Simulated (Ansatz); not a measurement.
**SnSe: response to strain**

Aim: deform SnSe (z strained by +1.5 % at fixed volume) and compute stress, forces and field gradients with LAPW, PAW and all-electron datasets made for the crystal.

Program: Ansatz 0.2.0. Level of theory: DFT PBE, scalar-relativistic. These are calculated values, not measurements.

### 1 The structure to begin with

It takes space group Fm-3m (No. 225, cubic). Conventional cell: a = 6.020 Å, b = 6.020 Å, c = 6.020 Å, α = 90.00°, β = 90.00°, γ = 90.00°. Sn (site symmetry m-3m) has 6 Se at 3.01 Å in its first shell of neighbours. Se (site symmetry m-3m) is surrounded by 6 Sn at 3.01 Å.

As a file:

```cif
data_structure
_symmetry_space_group_name_H-M 'P 1'
_symmetry_Int_Tables_number 1
_cell_length_a 4.2568
_cell_length_b 4.2568
_cell_length_c 4.2568
_cell_angle_alpha 60.000
_cell_angle_beta 60.000
_cell_angle_gamma 60.000
_cell_volume 54.54
loop_
_atom_site_label
_atom_site_type_symbol
_atom_site_fract_x
_atom_site_fract_y
_atom_site_fract_z
_atom_site_occupancy
Sn1 Sn 0.00000 0.00000 0.00000 1
Se1 Se 0.50000 0.50000 0.50000 1
```

Atoms are numbered in the order of the input: Sn1, Se2.

### 2 The deformed structure

Space group Fm-3m before, I4/mmm after.

### 3 Full-potential LAPW

File input.yaml:

```yaml
crystal:
  lattice:
    - [0.0, 2.9876758353, 3.05515]
    - [2.9876758353, 0.0, 3.05515]
    - [2.9876758353, 2.9876758353, 0.0]
  atoms:
    - { symbol: Sn, position: [0.0, 0.0, 0.0] }
    - { symbol: Se, position: [0.5, 0.5, 0.5] }
kpoints:
  mp_grid: { grid: [9, 9, 9] }
scf:
  occupations: { method: fermi_dirac, width: 0.02 }
hamiltonian:
  xc: pbe
  pseudopotentials: { kind: all_electron, lapw: { basis_error: 0.00025 } }
output:
  forces: true
  stress: true
  eigenvalues: true
```

On the command line:

```console
$ ansatz run input.yaml --threads 1 --pin off --max-ram 2048MiB --backend cpu --events-out ev --progress --plain --runs-dir out
```

Log, cut to the lines that bear on the results:

```text
LAPW: plane waves up to 7.747 Å⁻¹, error target 2.5e-4 eV per atom; small_component_spin mean_spin; Se in spheres of 1.431 Å, 24 of its electrons in bands, Dirac shells []; Sn in spheres of 1.557 Å, 22 of its electrons in bands, Dirac shells []
[...]
Pseudopotentials: kind: all_electron
Pseudopotential: Sn, LAPW, valence charge 22, Koelling and Harmon's equation, gaussian nucleus
Pseudopotential: Se, LAPW, valence charge 24, Koelling and Harmon's equation, gaussian nucleus
Functional definition: PBE
[...]
Crystal: 2 atoms, lattice volume = 54.542 Å³
Basis set: ecut = 228.64692702996376 eV, 411 PW (Γ), exchange–correlation at level 2
Bands: 28, of which v1, the nominal top of the filled ones, is band 23 counted from 1 (22 counted from 0)
Symmetry: 16 space group operations
Space group: I4/mmm (ITA 139), of the structure as read, at distance tolerance 3.8e-5 Å
k-points: 75 of 729
[...]
SCF iter   1: F=—  HF=-234216.145756 eV  |F-HF|=—  |Δ(HF+E_count)|=         —  Δρ=2.18e-2  dr2=5.89e-1  ethr=1.28e-3  ⟨swp⟩=2.1  Hψ=13224  notcnv=0
[...]
SCF iter   7: F=-234215.960120 eV  HF=-234215.960120 eV  |F-HF|=5.12e-9  |Δ(HF+E_count)|=   5.39e-7  Δρ=5.19e-6  dr2=2.06e-8  ethr=2.09e-10  ⟨swp⟩=2.9  Hψ=6488  notcnv=0
[...]
SCF converged after 7 iterations
Free energy (F): -234215.960120 eV
[...]
E sigma→0 (E₀):  -234215.960120 eV
Entropy (-TS):   -0.000000 eV (-0.000 meV/atom)
Fermi energy:    11.072244 eV
[...]
--- Forces (eV/Å), atoms counted from 1 ---
  atom   1  Sn    -0.00000000     0.00000000     0.00000000
  atom   2  Se     0.00000000     0.00000000    -0.00000000
[...]
--- Stress (GPa, compression-positive) ---
        1.964844       0.000000       0.000000
        0.000000       1.964844       0.000000
        0.000000       0.000000      -0.646080
  P = ⅓ Tr σ = 1.0945 GPa (10.945 kbar)
--- Band table (eV; the first three rows and the last of 75) ---
[...]
```

It took 25 s on 1 thread of Arm Neoverse V1, shared host; peak memory 0.46 GiB.

This run gives: pressure 1.09 GPa; gap on the k mesh 0.52 eV (an odd mesh misses the zone boundary).

### 4 PAW with frozen cores

input.yaml: that of step 3 with these lines changed.

```diff
@@ -14,3 +14,3 @@
   xc: pbe
-  pseudopotentials: { kind: all_electron, lapw: { basis_error: 0.00025 } }
+  pseudopotentials: { kind: paw }
 output:
@@ -19 +19,2 @@
   eigenvalues: true
+  efg: { contact_densities: true }
```

On the command line:

```console
$ ansatz run input.yaml --threads 1 --pin off --max-ram 2048MiB --backend cpu --events-out ev --progress --plain --runs-dir out
```

Log, cut to the lines that bear on the results:

```text
Sn: output.efg is read without spin–orbit coupling, which moves field gradients at and beside such atoms by some per cent and up to a factor of two; PAW files take it under magnetization.noncollinear and magnetization.spin_orbit
[...]
Pseudopotentials: kind: paw
Pseudopotential: Sn, paw, valence charge 14, recommended cutoff 420 eV (normal)
Pseudopotential: Se, paw, valence charge 16, recommended cutoff 420 eV (normal)
[... 1 set-up line as earlier in the session ...]
[...]
Crystal: 2 atoms, lattice volume = 54.542 Å³
Basis set: ecut = 420 eV, 1063 PW (Γ), exchange–correlation on 60×60×60 points (8 copies of the dense FFT grid, shifted against one another)
Bands: 19, of which v1, the nominal top of the filled ones, is band 15 counted from 1 (14 counted from 0)
[... 2 set-up lines as earlier in the session ...]
k-points: 75 of 729
[...]
  atom   1  Sn    -0.00000000     0.00000000    -0.00000000
  atom   2  Se     0.00000000     0.00000000    -0.00000000
[...]
--- Stress (GPa, compression-positive) ---
        1.970751       0.000000       0.000000
        0.000000       1.970751       0.000000
        0.000000      -0.000000      -0.641738
  P = ⅓ Tr σ = 1.0999 GPa (10.999 kbar)
--- PAW observables at the nuclei: V_zz in 10²¹ V/m², potentials from the cell's mean, atoms counted from 1 ---
  atom   1  Sn V_zz =    +3.175878   η = 0.0000   by run symmetry: allowed
            electrostatic potential = -8171.469133 V   contact ρ = 1236486.537407 e/Å³
  atom   2  Se V_zz =    +0.244912   η = 0.0000   by run symmetry: allowed
            electrostatic potential = -4711.490572 V   contact ρ = 262889.604307 e/Å³
--- Band table (eV; the first three rows and the last of 75) ---
  k-point 0: bands = ["-38.5853", "-38.5835", "-38.5834", "-38.5823", "-38.5823", "-12.5310", "-12.5305", "-12.5305", "-12.5243", "-12.5210", "-4.7873", "4.0175", "6.8216", "6.8216", "7.0313", "13.0585", "13.5770", "13.5770", "14.8452"]
[...]
```

It took 6.5 s on 1 thread of Arm Neoverse V1, shared host; peak memory 0.41 GiB.

This run gives: pressure 1.10 GPa; gap on the k mesh 0.52 eV (an odd mesh misses the zone boundary); Vzz Sn1 3.18 (η = 0.00), Se2 0.24 (η = 0.00) (10²¹ V/m²).

### 5 Datasets made for this crystal

input.yaml: that of step 4 with these lines changed.

```diff
@@ -14,3 +14,3 @@
   xc: pbe
-  pseudopotentials: { kind: paw }
+  pseudopotentials: { kind: all_electron, datasets: crystal }
 output:
```

On the command line:

```console
$ ansatz run input.yaml --threads 1 --pin off --max-ram 2048MiB --backend cpu --events-out ev --progress --plain --runs-dir out
```

Log, cut to the lines that bear on the results:

```text
[...]
Sn: output.efg is read without spin–orbit coupling, which moves field gradients at and beside such atoms by some per cent and up to a factor of two; PAW files take it under magnetization.noncollinear and magnetization.spin_orbit
[...]
[... 1 set-up line as earlier in the session ...]
Pseudopotential: Sn, paw, valence charge 14, recommended cutoff 240 eV (normal), Koelling and Harmon's equation, gaussian nucleus
Pseudopotential: Se, paw, valence charge 6, recommended cutoff 240 eV (normal), Koelling and Harmon's equation, gaussian nucleus
[... 1 set-up line as earlier in the session ...]
[...]
Crystal: 2 atoms, lattice volume = 54.542 Å³
Basis set: ecut = 240 eV, 475 PW (Γ), exchange–correlation on 48×48×48 points (8 copies of the dense FFT grid, shifted against one another)
Bands: 14, of which v1, the nominal top of the filled ones, is band 10 counted from 1 (9 counted from 0)
[... 1 set-up line as earlier in the session ...]
[...]
--- Forces (eV/Å), atoms counted from 1 ---
  atom   1  Sn    -0.00000000     0.00000000     0.00000000
  atom   2  Se     0.00000000     0.00000000     0.00000000
[...]
--- Stress (GPa, compression-positive) ---
        1.964303       0.000000       0.000000
        0.000000       1.964303      -0.000000
        0.000000       0.000000      -0.646791
  P = ⅓ Tr σ = 1.0939 GPa (10.939 kbar)
--- PAW observables at the nuclei: V_zz in 10²¹ V/m², potentials from the cell's mean, atoms counted from 1 ---
  atom   1  Sn V_zz =    +3.233909   η = 0.0000   by run symmetry: allowed
            electrostatic potential = -8171.422497 V   contact ρ = 1236398.613228 e/Å³
  atom   2  Se V_zz =    +0.237910   η = 0.0000   by run symmetry: allowed
            electrostatic potential = -4711.459449 V   contact ρ = 262960.047881 e/Å³
--- Band table (eV; the first three rows and the last of 75) ---
  k-point 0: bands = ["-10.8100", "-10.8098", "-10.8098", "-10.8048", "-10.8016", "-3.0638", "5.7417", "8.5449", "8.5449", "8.7549", "14.7827", "15.3007"]
[...]
```

Wall time 8.3 s (1 thread of Arm Neoverse V1, shared host); peak memory 0.43 GiB.

In short: pressure 1.09 GPa; gap on the k mesh 0.52 eV (an odd mesh misses the zone boundary); Vzz Sn1 3.23 (η = 0.00), Se2 0.24 (η = 0.00) (10²¹ V/m²).

### 6 Stress and forces compared

Stress (GPa, compression positive):

```csv
method,xx,yy,zz,yz,xz,xy
LAPW,1.96,1.96,-0.65,0.00,0.00,0.00
PAW,1.97,1.97,-0.64,0.00,0.00,0.00
crystal datasets,1.96,1.96,-0.65,0.00,0.00,0.00
```

| method | pressure (GPa) | gap on the k mesh (eV) | Vzz Sn1 (10²¹ V/m²) | Vzz Se2 (10²¹ V/m²) | SCF cycles, by the record's count | time |
| --- | --- | --- | --- | --- | --- | --- |
| LAPW | 1.09 | 0.52 | – | – | 7 | 25 s |
| PAW | 1.10 | 0.52 | 3.18 | 0.24 | 6 | 6.5 s |
| crystal datasets | 1.09 | 0.52 | 3.23 | 0.24 | 8 | 8.3 s |

### 7 Results

| quantity | value |
| --- | --- |
| pressure | LAPW 1.09, PAW 1.10, crystal datasets 1.09 GPa |
| largest shear or deviatoric stress (LAPW) | 1.74 GPa |

The largest part of the stress beyond the pressure is 1.74 GPa in size, in the zz component; the atoms are carried along and not relaxed. No run of the undeformed cell stands beside it, so pressure and stress hold what the given cell had before the change, as far as its symmetry allows. PAW: stress within 0.01 GPa of LAPW. Crystal datasets: stress within 0.01 GPa of LAPW.
